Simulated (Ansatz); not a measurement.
# MnSb: equation of state

One table from this session's results is given with a row withheld; the runs are named, their logs left out.

Program: Ansatz 0.2.0. Level of theory: DFT PBE, scalar-relativistic. These are calculated values, not measurements.

## Starting point

Symmetry: F-43m, No. 216, cubic system. The conventional cell has a = 6.180 Å, b = 6.180 Å, c = 6.180 Å, α = 90.00°, β = 90.00°, γ = 90.00°. Mn (site symmetry -43m) is surrounded by 4 Sb at 2.68 Å. Around Sb (site symmetry -43m) lie 4 Mn at 2.68 Å.

Structure file:

```
CELL_PARAMETERS angstrom
0.00000 3.09009 3.09009
3.09009 0.00000 3.09009
3.09009 3.09009 0.00000
ATOMIC_POSITIONS crystal
Mn 0.00000 0.00000 0.00000
Sb 0.25000 0.25000 0.25000
```

The structure (zincblende type) was typed from a prototype and relaxed by PAW; whether it is the ground state wasn't tested.

Atoms are numbered in the order of the input: Mn1, Sb2.

The first run:

File input.yaml:

```yaml
crystal:
  lattice:
    - [0.0, 3.0483250126, 3.0483250126]
    - [3.0483250126, 0.0, 3.0483250126]
    - [3.0483250126, 3.0483250126, 0.0]
  atoms:
    - { symbol: Mn, position: [0.0, 0.0, 0.0], spin: 4.0 }
    - { symbol: Sb, position: [0.25, 0.25, 0.25] }
magnetization:
  spin_polarized: true
kpoints:
  mp_grid: { grid: [10, 10, 10] }
scf:
  occupations: { method: fermi_dirac, width: 0.03 }
hamiltonian:
  xc: pbe
  pseudopotentials: { kind: all_electron, lapw: { basis_error: 0.0005 } }
output:
  forces: true
  stress: true
  eigenvalues: true
```

Started as:

```sh
> ansatz run input.yaml --threads 1 --pin off --max-ram 3072MiB --backend cpu --events-out ev --progress --plain --runs-dir out
```

Steps of the session up to this table: Volume × 0.96, LAPW; Volume × 0.96, PAW; Volume × 0.96, crystal datasets; Volume × 0.98, LAPW; Volume × 0.98, PAW; Volume × 1.02, LAPW; Volume × 1.02, PAW; Volume × 1.04, LAPW; Volume × 1.04, PAW; Volume × 1.04, crystal datasets.

One of the session's tables, all rows but one given; the rest of the session is left out.

| method | volume (Å³/atom) | moment Mn1 (μB) | moment Sb2 (μB) |
| --- | --- | --- | --- |
| LAPW | 28.326 | 3.92 | -0.17 |
| LAPW | 28.916 | 3.94 | -0.18 |
| LAPW | 29.506 | 3.97 | -0.19 |
| LAPW | 30.096 | 4.00 | -0.20 |
| LAPW | 30.686 | 4.02 | -0.21 |
| PAW | 28.326 | 3.82 | -0.13 |
| PAW | 28.916 | ? | ? |
| PAW | 29.506 | 3.88 | -0.14 |
| PAW | 30.096 | 3.90 | -0.15 |
| PAW | 30.686 | 3.93 | -0.16 |
| crystal datasets | 28.326 | 3.82 | -0.13 |
| crystal datasets | 29.506 | 3.88 | -0.14 |
| crystal datasets | 30.686 | 3.93 | -0.16 |

**Question.** Estimate the row for PAW, 28.916.

**Answer.** moment Mn1 (μB): 3.85; moment Sb2 (μB): -0.14. In the column «moment Mn1 (μB)» it lies between crystal datasets, 28.326 (3.82) and PAW, 29.506 (3.88).

Caveats from the session: Other magnetic orders may lie lower; this is the state that the run reached. Warnings in the runs' records: gradients without spin orbit, crystal datasets made.
